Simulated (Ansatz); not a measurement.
A crystal relaxed with r2SCAN in Ansatz 0.2.0 has space group Pm-3m (No. 221) and a = 3.103 Å.

```csv
atom,site,x,y,z
Sr,1a,0.0000,0.0000,0.0000
Xx,1b,0.5000,0.5000,0.5000
```

r2SCAN gives an indirect gap of 3.31 eV, from M to Γ; the least direct gap is 3.35 eV at Γ. With HSE06 the valence top lies at M and the conduction bottom at Γ, 4.33 eV higher; the smallest vertical gap, at Γ, is 4.39 eV. The PBE gap is indirect, 2.80 eV (M to Γ), below the direct gap of 2.86 eV at Γ. Meshes: r2SCAN 8×8×8, HSE06 6×6×6, PBE 8×8×8. r2SCAN's ε∞ is 4.1 in all directions.

Question: Which element is Xx?
A. Te
B. O
C. S
D. Se

Answer: B. Xx is O: SrO (CsCl type). Sr has 8 O at 2.69 Å; O has 8 Sr at 2.69 Å.

The calculation is spin-unpolarised, and the structure need not be a phase that has been made.

The meshes of the hybrids are coarse, so their gaps aren't converged to the digits shown.
